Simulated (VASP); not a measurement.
VASP 6.6.1, PBE dielectric-response calculation, LiH (zincblende)

INCAR

```
NBANDS = 9
ISIF = 2
LEPSILON = .TRUE.
GGA = PE
ENCUT = 520
ISMEAR = 0
EDIFF = 1E-8
PREC = Accurate
LASPH = .TRUE.
LCHARG = .FALSE.
LREAL = .FALSE.
SIGMA = 0.01
NSW = 0
NELM = 120
LWAVE = .FALSE.
IBRION = -1
```

KPOINTS

```
KPOINTS created by Atomic Simulation Environment
0
Gamma
12 12 12
0 0 0
```

POSCAR

```
Li H
 1.0000000000000000
    -0.0000000000000000    2.1451220115935112    2.1451220115935112
     2.1451220115935112   -0.0000000000000000    2.1451220115935112
     2.1451220115935112    2.1451220115935112   -0.0000000000000000
 Li  H
   1   1
Cartesian
 -0.0000000000000000 -0.0000000000000000 -0.0000000000000000
  1.0725610057967556  1.0725610057967556  1.0725610057967556
```

VASP ran with the recommended PBE PAW datasets (4 valence electrons in the cell).

Command

```
mpirun -np 1 vasp_std
```

From OUTCAR

```
k-points           NKPTS =     72   k-points in BZ     NKDIM =     72   number of bands    NBANDS=      9

   NELECT =       4.0000    total number of electrons

   dimension x,y,z NGX =    24 NGY =   24 NGZ =   24
   dimension x,y,z NGXF=    48 NGYF=   48 NGZF=   48

  energy-cutoff  :      520.00
  volume of cell :       19.74
      direct lattice vectors                 reciprocal lattice vectors
     0.000000000  2.145122012  2.145122012    -0.233086975  0.233086975  0.233086975
     2.145122012  0.000000000  2.145122012     0.233086975 -0.233086975  0.233086975
     2.145122012  2.145122012  0.000000000     0.233086975  0.233086975 -0.233086975

 k-points in reciprocal lattice and weights: KPOINTS created by Atomic Simulation Env
   0.00000000  0.00000000  0.00000000       0.001
   0.08333333  0.00000000  0.00000000       0.005
   0.16666667  0.00000000  0.00000000       0.005
   0.25000000  0.00000000  0.00000000       0.005
   0.33333333  0.00000000  0.00000000       0.005
   0.41666667  0.00000000  0.00000000       0.005
   0.50000000  0.00000000  0.00000000       0.002
   0.08333333  0.08333333  0.00000000       0.003
   ...

 E-fermi :  -1.5874

 k-point     1 :       0.0000    0.0000    0.0000
  band No.  band energies     occupation
      1     -45.0098      2.00000
      2      -5.3501      2.00000
      3      11.4123      0.00000
      4      15.6128      0.00000
      5      15.6129      0.00000
      6      15.6129      0.00000
      7      18.1802      0.00000
      8      18.1802      0.00000
      9      18.1802      0.00000

 k-point     2 :       0.0833    0.0000    0.0000
  band No.  band energies     occupation
      1     -45.0083      2.00000
      2      -5.2411      2.00000
      3      10.7697      0.00000
      4      14.5403      0.00000
      5      15.1948      0.00000
      6      15.1948      0.00000
      7      18.7865      0.00000
      8      18.7865      0.00000
      9      20.1814      0.00000

 k-point     3 :       0.1667    0.0000    0.0000
  band No.  band energies     occupation
      1     -45.0042      2.00000
      2      -4.9175      2.00000
      3       8.9069      0.00000
      4      14.0472      0.00000
      5      14.5123      0.00000
      6      14.5123      0.00000
      7      19.6632      0.00000
      8      19.6632      0.00000
      9      21.8945      0.00000

 k-point     4 :       0.2500    0.0000    0.0000
  band No.  band energies     occupation
      1     -44.9985      2.00000
      2      -4.3947      2.00000
      3       6.6892      0.00000
      4      13.9644      0.00000
      5      13.9644      0.00000
      6      14.1373      0.00000
      7      19.2713      0.00000
      8      19.2713      0.00000
      9      21.0445      0.00000

 k-point     5 :       0.3333    0.0000    0.0000
  band No.  band energies     occupation
      1     -44.9928      2.00000
      2      -3.7214      2.00000
      3       4.6767      0.00000
      4      13.6170      0.00000
      5      13.6170      0.00000
      6      14.3018      0.00000
      7      18.2989      0.00000
      8      18.2989      0.00000
      9      20.7304      0.00000

 k-point     6 :       0.4167    0.0000    0.0000
  band No.  band energies     occupation
      1     -44.9888      2.00000
      2      -3.0433      2.00000
      3       3.1627      0.00000
      4      13.4462      0.00000
      5      13.4462      0.00000
      6      14.3829      0.00000
      7      17.5791      0.00000
      8      17.5791      0.00000
      9      20.8490      0.00000

 k-point     7 :       0.5000    0.0000    0.0000
  band No.  band energies     occupation
      1     -44.9873      2.00000
      2      -2.7175      2.00000
      3       2.5540      0.00000
      4      13.3991      0.00000
      5      13.3991      0.00000
      6      14.3996      0.00000
      7      17.3205      0.00000
      8      17.3205      0.00000
      9      20.9819      0.00000

 k-point     8 :       0.0833    0.0833    0.0000
  band No.  band energies     occupation
      1     -45.0078      2.00000
      2      -5.2048      2.00000
      3      10.7356      0.00000
      4      14.2681      0.00000
      5      14.2681      0.00000
      6      15.5788      0.00000
      7      19.2046      0.00000
      8      19.8337      0.00000
      9      19.8337      0.00000

 k-point     9 :       0.1667    0.0833    0.0000
  band No.  band energies     occupation
      1     -45.0046      2.00000
      2      -4.9529      2.00000
      3       9.4753      0.00000
      4      13.4287      0.00000
      5      13.4981      0.00000
      6      15.5188      0.00000
      7      19.3973      0.00000
      8      19.9686      0.00000
      9      20.9987      0.00000

 k-point    10 :       0.2500    0.0833    0.0000
  band No.  band energies     occupation
      1     -44.9994      2.00000
      2      -4.4959      2.00000
      3       7.4119      0.00000
      4      12.8312      0.00000
      5      13.3106      0.00000
      6      15.1511      0.00000
      7      18.3995      0.00000
      8      20.6623      0.00000
      9      21.0997      0.00000

 k-point    11 :       0.3333    0.0833    0.0000
  band No.  band energies     occupation
      1     -44.9938      2.00000
      2      -3.8672      2.00000
      3       5.3484      0.00000
      4      12.5133      0.00000
      5      13.1916      0.00000
      6      14.5807      0.00000
      7      18.0071      0.00000
      8      20.0963      0.00000
      9      21.1853      0.00000

 k-point    12 :       0.4167    0.0833    0.0000
  band No.  band energies     occupation
      1     -44.9891      2.00000
      2      -3.1682      2.00000
      3       3.6578      0.00000
      4      12.4787      0.00000
      5      12.8421      0.00000
      6      14.2079      0.00000
      7      18.0777      0.00000
      8      19.0742      0.00000
      9      21.3772      0.00000

 k-point    13 :       0.5000    0.0833    0.0000
  band No.  band energies     occupation
      1     -44.9867      2.00000
      2      -2.6769      2.00000
      3       2.7015      0.00000
      4      12.3505      0.00000
      5      12.7123      0.00000
      6      14.1827      0.00000
      7      18.2545      0.00000
      8      18.3358      0.00000
      9      21.6522      0.00000

 k-point    14 :      -0.4167    0.0833    0.0000
  band No.  band energies     occupation
      1     -44.9872      2.00000
      2      -2.7891      2.00000
      3       2.9010      0.00000
      4      11.9738      0.00000
      5      13.1779      0.00000
      6      14.3487      0.00000
      7      17.9720      0.00000
      8      18.4338      0.00000
      9      21.7724      0.00000

 k-point    15 :      -0.3333    0.0833    0.0000
  band No.  band energies     occupation
      1     -44.9905      2.00000
      2      -3.3960      2.00000
      3       4.1396      0.00000
      4      11.8247      0.00000
      5      13.8130      0.00000
      6      14.5442      0.00000
      7      18.0385      0.00000
      8      18.6339      0.00000
      9      21.8874      0.00000

 k-point    16 :      -0.2500    0.0833    0.0000
  band No.  band energies     occupation
      1     -44.9957      2.00000
      2      -4.0912      2.00000
      3       5.9639      0.00000
      4      11.9469      0.00000
      5      14.5323      0.00000
      6      14.5977      0.00000
      7      18.5316      0.00000
      8      19.0673      0.00000
      9      22.2453      0.00000

 k-point    17 :      -0.1667    0.0833    0.0000
  band No.  band energies     occupation
      1     -45.0013      2.00000
      2      -4.6695      2.00000
      3       8.0255      0.00000
      4      12.4024      0.00000
      5      14.5074      0.00000
      6      15.2347      0.00000
      7      19.0157      0.00000
      8      19.9850      0.00000
      9      21.5041      0.00000

 k-point    18 :      -0.0833    0.0833    0.0000
  band No.  band energies     occupation
      1     -45.0059      2.00000
      2      -5.0604      2.00000
      3       9.8367      0.00000
      4      13.4034      0.00000
      5      14.5098      0.00000
      6      15.6465      0.00000
      7      18.5778      0.00000
      8      20.6175      0.00000
      9      21.6417      0.00000

 k-point    19 :       0.1667    0.1667    0.0000
  band No.  band energies     occupation
      1     -45.0023      2.00000
      2      -4.7754      2.00000
      3       9.3979      0.00000
      4      12.4806      0.00000
      5      12.4806      0.00000
      6      15.3296      0.00000
      7      17.7099      0.00000
      8      21.5535      0.00000
      9      22.4479      0.00000

 ...

 MACROSCOPIC STATIC DIELECTRIC TENSOR (including local field effects in DFT)
 ------------------------------------------------------
           3.251082    -0.000000     0.000000
           0.000000     3.251082     0.000000
          -0.000000    -0.000000     3.251082

 BORN EFFECTIVE CHARGES (including local field effects) (in |e|, cummulative output)
 ---------------------------------------------------------------------------------
 ion    1
    1     0.82146     0.00000     0.00000
    2    -0.00000     0.82146     0.00000
    3    -0.00000    -0.00000     0.82146
 ion    2
    1    -0.82146     0.00000     0.00000
    2     0.00000    -0.82146    -0.00000
    3     0.00000     0.00000    -0.82146

  Total       -0.0246471     -0.0246471     -0.0246471      0.0000000      0.0000000      0.0000000
  in kB       -2.0002800     -2.0002800     -2.0002800      0.0000000      0.0000000      0.0000000
  external PRESSURE =      -2.0002800 kB  Pullay stress =       0.0000000 kB

 POSITION                                       TOTAL-FORCE (eV/Angst)
 -----------------------------------------------------------------------------------
      0.00000      0.00000      0.00000         0.000000      0.000000      0.000000
      1.07256      1.07256      1.07256        -0.000000     -0.000000     -0.000000
 -----------------------------------------------------------------------------------
    total drift:                                0.000000      0.000000     -0.000000

  FREE ENERGIE OF THE ION-ELECTRON SYSTEM (eV)
  ---------------------------------------------------
  free  energy   TOTEN  =        -6.0306417894 eV

  energy  without entropy=       -6.0306417894  energy(sigma->0) =       -6.03064179
```

The ε∞ with local fields (xx, yy, zz) is 3.25, 3.25, 3.25 and the mean Born charge by atom, in the order of the cell is 0.82, -0.82 e.

The run took about 79 s on one core of a shared host (Intel Xeon 6975P-C) and held 0.23 GiB at most.
